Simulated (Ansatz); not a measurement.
In SrO (rock salt type) the Sr atom of the primitive cell, with all its periodic images, is moved by 0.06 Å along [111].

```xyz
2
Lattice="0.0000 2.6000 2.6000 2.6000 0.0000 2.6000 2.6000 2.6000 0.0000" Properties=species:S:1:pos:R:3 pbc="T T T"
Sr    0.0346    0.0346    0.0346
O     2.6000    2.6000    2.6000
```

Method: Ansatz 0.2.0 development build, PBE0, plane waves, PAW datasets (generated hard set).

Cutoff 700 eV; exchange singularity: truncated; k-mesh 4×4×4 Γ-centred; Fermi–Dirac smearing of 0.05 eV; no spin polarisation.

Q: What force results?

A: The force on it along the displacement is -0.1084 eV/Å, a force constant of 1.81 eV/Å². The cell stands under a pressure of -2.3 GPa, which shifts the constant from its value at the relaxed volume.

```csv
atom,Fx (eV/Å),Fy (eV/Å),Fz (eV/Å)
Sr1,-0.0626,-0.0626,-0.0626
O2,0.0626,0.0626,0.0626
```

Potentials made with PBE were used with another functional.
